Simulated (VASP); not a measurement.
Write the native input for VASP 6.6.1 that does the following.

```yaml
Task: single point
Functional: PBEsol
Potentials_or_basis: VASP PAW PBE potentials, release 64 (Fe)
Cutoff: 520 eV
k_mesh: 10 × 10 × 10
Occupations: gaussian, width 0.1 eV
Spin: collinear spin, typed start
Starting_moments: "[2.52] μB"
Dipole_correction: no
Further_INCAR_settings: ALGO = Fast; EDIFF = 1e-06; NBANDS = 14
```

The structure of Fe lies in POSCAR:

```
Fe
1.0
    0.0000000000      1.9719863762      1.9722644180
    1.3946422830      0.0000000000      1.9722644180
    1.3946422830      1.9719863762      0.0000000000
Fe
1
Direct
    0.0000000000      0.0000000000      0.0000000000
```

The input as run:

INCAR

```
PREC = Accurate ; ENCUT = 520
EDIFF = 1E-6 ; ISMEAR = 0
SIGMA = 0.1 ; LREAL = F
LASPH = T ; NELM = 150
ALGO = Fast ; ISIF = 2
LWAVE = F ; LCHARG = T
ISPIN = 2 ; MAGMOM = 2.52
LORBIT = 11 ; LMAXMIX = 4
GGA = PS ; LELF = T
LVHAR = T ; NBANDS = 14
```

KPOINTS

```
regular mesh
0
Gamma
  10 10 10
```

Potentials or basis: VASP PAW PBE potentials, release 64 (Fe).

The run is started by

```sh
$ cat potpaw_PBE.64/Fe/POTCAR > POTCAR
$ mpirun -np 1 vasp_std > vasp.out
```

Results of the run:

* Pressure: 0.0 GPa
* Band gap on the k mesh: none (metal or under the smearing width)
* Net moment: 2.13 μB per cell
* Site moments: Fe +2.11 μB
* Valence electrons inside the program's atomic spheres: Fe 7.37

Caveat: the PAW data sets were made with another functional, which shifts forces and pressure a little.

Wall time 40 s on 1 thread of AMD EPYC 9R14 (Zen 4), on a shared host, peak memory 0.13 GiB.
